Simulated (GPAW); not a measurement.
# FeO (Wuestite) (R-3m) in GPAW: reference runs

Aim: a first look at FeO (Wuestite) with PBEsol, on the cell as given.

All numbers are computed with GPAW 26.7.0; they aren't measurements. Logs are shortened: lines on timing, memory, paths and dates and some standing lists are left out, and cuts for length are marked. The log counts tension as positive stress, the text compression.

## 1. Starting point

It takes space group R-3m (No. 166, trigonal). The conventional cell has a = 3.038 Å, b = 3.038 Å, c = 7.559 Å, α = 90.00°, β = 90.00°, γ = 120.00°. Around Fe (site symmetry -3m) lie 6 O at 2.16 Å. O (site symmetry -3m) is surrounded by 6 Fe at 2.16 Å.

## 2. Single point, PBEsol, collinear spin, ferromagnetic start

run.py reads:

```python
from ase import Atoms
from ase.dft.bandgap import bandgap
from ase.io import write
from ase.units import Bohr, GPa
from gpaw import GPAW, PW, setup_paths
from gpaw.elf import elf_from_dft_calculation

setup_paths.insert(0, '.')

atoms = Atoms(['Fe', 'O'],
              cell=[[1.5188209023, 0.8768916568, 2.5195772846],
                    [-1.5188209023, 0.8768916568, 2.5195772846],
                    [0.0, -1.7537833136, 2.5195772846]],
              scaled_positions=[[0.0, 0.0, 0.0],
                                [0.5, 0.5, 0.5]],
              pbc=True)
atoms.set_initial_magnetic_moments([3.0, 0.0])

calc = GPAW(mode=PW(800),
            xc='PBEsol',
            kpts={'size': (11, 11, 11), 'gamma': True},
            occupations={'name': 'fermi-dirac', 'width': 0.05},
            nbands=17,
            convergence={'density': 1e-05, 'energy': 1e-05},
            maxiter=150,
            txt='gpaw.txt')
atoms.calc = calc
energy = atoms.get_potential_energy()
forces = atoms.get_forces()
stress = atoms.get_stress()
calc.write('gs.gpw')
write('result.traj', atoms)
print(f'Energy: {energy:.6f} eV')
print('Forces (eV/A):')
print(forces.round(4))
print('Stress (GPa):', (stress / GPa).round(3))
print('Moments:', calc.get_magnetic_moments().round(3))
print('Fermi level:', round(calc.get_fermi_level(), 4), 'eV')
print(f'Gap: {bandgap(calc)[0]:.4f} eV, direct: {bandgap(calc, direct=True)[0]:.4f} eV')

# fields on the real-space grid
write('density.cube', atoms, data=calc.get_pseudo_density() * Bohr**3)
write('potential.cube', atoms, data=calc.get_electrostatic_potential())
write('spin.cube', atoms, data=(calc.get_pseudo_density(spin=0) - calc.get_pseudo_density(spin=1)) * Bohr**3)
write('elf.cube', atoms, data=elf_from_dft_calculation(calc).data)
```

Potentials or basis: PAW data sets generated in the run's folder for this functional, pw.

Started as:

```bash
> gpaw-setup -f PBEsol Fe O
> OMP_NUM_THREADS=1 python run.py
```

gpaw.txt:

```text
__  _  _
 | _ |_)|_||  |
 |__||  | ||/\| - 26.7.0

Input parameters:
  mode=PW(ecut=800.0),
  convergence={'density': 1e-05, 'energy': 1e-05},
  kpts=MonkhorstPack(size=(11, 11, 11), gamma=True),
  maxiter=150,
  nbands=17,
  occupations=Occupations(name='fermi-dirac', width=0.05),
  xc=XC(name='PBEsol')

Diagonalizing LCAO Hamiltonian
Converting LCAO to pw mode

       O

       Fe

Atoms  # Å, Bohr magnetons
|   | symbol |        x |        y |        z |    initial magnetic moments |
|---|--------|----------|----------|----------|-----------------------------|
| 0 |     Fe | 0.000000 | 0.000000 | 0.000000 | ( 0.0000,  0.0000,  3.0000) |
| 1 |      O | 0.000000 | 0.000000 | 3.779366 | ( 0.0000,  0.0000,  0.0000) |

Unit cell  # Å
| periodic |         x |         y |        z |  lengths |    angles |
|----------|-----------|-----------|----------|----------|-----------|
|      yes |  1.518821 |  0.876892 | 2.519577 | 3.069858 | 59.306913 |
|      yes | -1.518821 |  0.876892 | 2.519577 | 3.069858 | 59.306913 |
|      yes |  0.000000 | -1.753783 | 2.519577 | 3.069858 | 59.306913 |

Number of symmetries: 12
Symmetry operations  # r_c * U_cc + t_c -> r_c
|    | kind |            matrix            |
|----|------|------------------------------|
|  0 |  E   |  1, 0, 0,  0, 1, 0,  0, 0, 1 |
|  1 |  σ   |  1, 0, 0,  0, 0, 1,  0, 1, 0 |
|  2 |  σ   |  0, 1, 0,  1, 0, 0,  0, 0, 1 |
|  3 |  C3  |  0, 1, 0,  0, 0, 1,  1, 0, 0 |
|  4 |  C3  |  0, 0, 1,  1, 0, 0,  0, 1, 0 |
|  5 |  σ   |  0, 0, 1,  0, 1, 0,  1, 0, 0 |
|  6 |  C2  |  0, 0,-1,  0,-1, 0, -1, 0, 0 |
|  7 |  S6  |  0, 0,-1, -1, 0, 0,  0,-1, 0 |
|  8 |  S6  |  0,-1, 0,  0, 0,-1, -1, 0, 0 |
|  9 |  C2  |  0,-1, 0, -1, 0, 0,  0, 0,-1 |
| 10 |  C2  | -1, 0, 0,  0, 0,-1,  0,-1, 0 |
| 11 |  i   | -1, 0, 0,  0,-1, 0,  0, 0,-1 |

BZ-sampling:
  Number of BZ points: 1331
  Number of IBZ points: 146

  Monkhorst-Pack size: [11, 11, 11]
  Monkhorst-Pack shift: [0, 0, 0]

K-points  # in reciprocal-cell coordinates
|     |                                coordinates |     weight |
|-----|--------------------------------------------|------------|
|   0 | (  0.00000000,   0.00000000,   0.00000000) | 0.00075131 |
|   1 | (  0.09090909,   0.00000000,  -0.09090909) | 0.00450789 |
|   2 | (  0.09090909,   0.00000000,   0.00000000) | 0.00450789 |
|   3 | (  0.09090909,   0.09090909,  -0.09090909) | 0.00450789 |
|   4 | (  0.09090909,   0.09090909,   0.00000000) | 0.00450789 |
|   5 | (  0.09090909,   0.09090909,   0.09090909) | 0.00150263 |
|   6 | (  0.18181818,  -0.09090909,  -0.09090909) | 0.00450789 |
|   7 | (  0.18181818,   0.00000000,  -0.18181818) | 0.00450789 |
|   8 | (  0.18181818,   0.00000000,  -0.09090909) | 0.00901578 |
|   9 | (  0.18181818,   0.00000000,   0.00000000) | 0.00450789 |
| ... |                                            |            |
| 145 | (  0.45454545,   0.45454545,   0.45454545) | 0.00150263 |

Plane wave coefficients: 1046
Cutoff: 800.0 eV

Spin-components: 2 (collinear spins)
Bands:           17
Projectors:      11
Spin-degeneracy: 1
Datatype:        complex128

Parallelization:
  kpt:    1
  domain: 1
  band:   1

Density:
  Valence electrons: 14.0
  Components: 2
  Grid points: [21 21 21]
  Charge: 0.0  # |e|

Potential:
  Grid points: [21 21 21]

species:
  Fe:
    name:    Iron
    Z:       26.0
    valence: 8
    core:    18
    charge:  0.0  # [|e|]
    compensation charges:
      type: gauss
      rc: 0.33  # [Å]
      lmax: 2
    cutoffs:
      filter: 2.06  # [Å]
      core: 2.67  # [Å]
    projectors
    | kind |    occ | energy [eV] | rcut [Å] |
    |------|--------|-------------|----------|
    |   4s |  2.000 |      -5.310 |    1.164 |
    |   4p |  0.000 |      -1.300 |    1.058 |
    |   3d |  6.000 |      -7.529 |    1.058 |
    |    s |        |      21.902 |    1.164 |
    |    p |        |      25.911 |    1.058 |
    |    d |        |      19.682 |    1.058 |

    Using partial waves for Fe as LCAO basis

  O:
    name:    Oxygen
    Z:       8.0
    valence: 6
    core:    2
    charge:  0.0  # [|e|]
    compensation charges:
      type: gauss
      rc: 0.21  # [Å]
      lmax: 2
    cutoffs:
      filter: 1.17  # [Å]
      core: 0.83  # [Å]
    projectors
    | kind |    occ | energy [eV] | rcut [Å] |
    |------|--------|-------------|----------|
    |   2s |  2.000 |     -23.808 |    0.688 |
    |   2p |  4.000 |      -8.972 |    0.598 |
    |    s |        |       3.404 |    0.688 |
    |    p |        |      18.239 |    0.598 |
    |    d |        |       0.000 |    0.619 |

    Using partial waves for O as LCAO basis

Reference energy: -36621.116537  # eV

eigensolver:
  PPCG
  Converge bands: occupied
  niter=2

density mixing:
  MSR1-Mixer
  Pratt-step length: 0.05
  Maximum mixing coefficient: 0.75
  Old densities: 10
  SVD Regularization: 0.005
  Good broyden scale: 1.0
  Trust region scale: 1.0
  Backstep threshold: 4.0
  History deletion threshold: 6.0
  Fourier metric: weight=20.0, sigma=0.015

occupation numbers:
  Fermi-Dirac:
    width: 0.0500  # eV

poisson solver:
  ecut: 6400.0  # eV

xc functional:
  name: PBEsol with 2 nearest neighbor stencil

convergence criteria:
- Maximum integral of absolute [dens]ity change: 1e-05 electrons / valence electron
- Maximum [total energy] change in last 3 cyles: 1e-05 eV / valence electron
- Maximum integral of absolute [eigenst]ate change: 4e-08 eV^2 / valence electron
maximum number of iterations: 150

SCF iterations
|iter     | |      energy | eigst |  dens |  magmom |
|---------|-|-------------|-------|-------|---------|
|iter:   1| |  -17.212711 | -0.06 |       |  +3.0023|
|iter:   2| |  -17.019990 | -2.05 | -0.74 |  +3.0522|
|iter:   3| |  -16.758279 | -1.84 | -0.78 |  +3.5943|
|iter:   4| |  -16.800744 | -2.61 | -1.27 |  +3.8676|
|iter:   5| |  -16.810951 | -3.67 | -1.69 |  +4.0008|
|iter:   6| |  -16.809796 | -4.12 | -2.26 |  +4.0071|
|iter:   7| |  -16.810019 | -4.92 | -2.59 |  +4.0030|
|iter:   8| |  -16.810044 | -5.89 | -3.20 |  +4.0018|
|iter:   9| |  -16.810047c| -7.13 | -3.65 |  +4.0012|
|iter:  10| |  -16.810047c| -8.12c| -4.58 |  +4.0013|
|iter:  11| |  -16.810047c| -8.49c| -5.00 |  +4.0014|
|iter:  12| |  -16.810047c| -9.17c| -6.26c|  +4.0014|

Converged in 12 steps
Energy contributions relative to reference atoms: (reference = -36621.116537)

Energy contributions:
  Kinetic:          24.424818
  Coulomb:         -21.763751
  Zero:              0.255345
  External:          0.000000
  Xc:              -19.720782
  Entropy:          -0.011354
  Spinorbit:         0.000000
  ----------------------------
  Free energy:     -16.815723
  Extrapolated:    -16.810047

dipole moment: (0.000000, -0.000000, -18.203235)  # |e|*Ang

Total magnetic moment: (0.000000, 0.000000, 4.001422)

Local magnetic moments
|        x |        y |        z |
|----------|----------|----------|
| 0.000000 | 0.000000 | 3.537972 |  # Fe   0
| 0.000000 | 0.000000 | 0.236300 |  # O    1

Fermi level: 9.065
Eigenvalues  # (at kpt = [0.000, 0.000, 0.000])
| band index |      eig [eV] | occ [0-1] |      eig [eV] | occ [0-1] |
|------------|---------------|-----------|---------------|-----------|
|          0 |       -11.682 |     1.000 |       -11.137 |     1.000 |
|          1 |         5.064 |     1.000 |         5.639 |     1.000 |
|          2 |         5.141 |     1.000 |         5.743 |     1.000 |
|          3 |         5.166 |     1.000 |         5.743 |     1.000 |
|          4 |         5.166 |     1.000 |         8.262 |     1.000 |
|          5 |         5.207 |     1.000 |         8.352 |     1.000 |
[... 9 lines left out ...]
|         15 |        29.309 |     0.000 |        30.966 |     0.000 |
|         16 |        29.309 |     0.000 |        30.966 |     0.000 |

No gap
No difference between direct/indirect transitions

Forces  # eV/Ang
|       x |        y |        z |
|---------|----------|----------|
| 0.00000 |  0.00000 | -0.00000 |  # Fe   0
| 0.00000 | -0.00000 |  0.00000 |  # O    1

Stress tensor  # eV/Ang^3
|        x |        y |        z |
|----------|----------|----------|
| 0.047886 | 0.000000 | 0.000000 |
| 0.000000 | 0.047886 | 0.000000 |
| 0.000000 | 0.000000 | 0.053492 |

# Writing to gs.gpw (mode='')
```

It took 2.5 min on 1 thread of Arm Neoverse V1, shared host; peak memory 0.26 GiB.

Results:

```yaml
Free_energy: -16.8157 eV
Pressure: -8.0 GPa
Band_gap_on_the_k_mesh: none (metal or under the smearing width)
Net_moment: 4.00 μB per cell
Site_moments: Fe +3.54; O +0.24 μB
```

Levels at points of the mesh, in eV from the Fermi level:
Spin up:
```tsv
k point	band 6	band 7	band 8	band 9	band 10	band 11	band 12	band 13
(0.00, 0.00, 0.00)	-3.86	-3.86	-3.66	-3.66	-0.17	15.06	16.43	16.84
```
Spin down:
```tsv
k point	band 1	band 2	band 3	band 4	band 5	band 6	band 7	band 8	band 9	band 10
(0.00, 0.00, 0.00)	-20.20	-3.43	-3.32	-3.32	-0.80	-0.71	-0.71	0.13	0.13	0.65
```

Caveat: a cell with one magnetic atom can't hold antiferromagnetic order, which such compounds often take; semilocal functionals often make such compounds metallic where correlation or magnetic order opens a gap, which also shifts bond lengths. With open d or f shells a metallic result of PBEsol can be an artefact of self-interaction; +U or a hybrid may open a gap.
